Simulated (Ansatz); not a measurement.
**Computed properties of Ti**

```
Ti
1.0
    -1.64100    1.64100    1.64100
     1.64100   -1.64100    1.64100
     1.64100    1.64100   -1.64100
Ti
1
Cartesian
  0.0000 0.0000 0.0000
```

The cell is a measured one (Crystallography Open Database entry 9012924); the temperature and pressure of the measurement aren't taken into account, and nothing was relaxed.

All numbers below come from Ansatz 0.2.0, DFT, PBE, all-electron LAPW, scalar-relativistic.

Sampling and basis: a Γ-centred 14×14×14 k mesh, Fermi–Dirac smearing of 0.05 eV, basis error target 0.25 meV/atom, no spin polarisation.

- Band gap: none: bands cross the Fermi level, a metal
- Volume per atom: 17.68 Å³

(1) Predict this quantity. Pressure at this cell.

(2) Density of states at the Fermi level (0.2 eV bin): what does the calculation give?

Results:

(1) -2.40 GPa.

(2) 2.16 states/eV per cell.
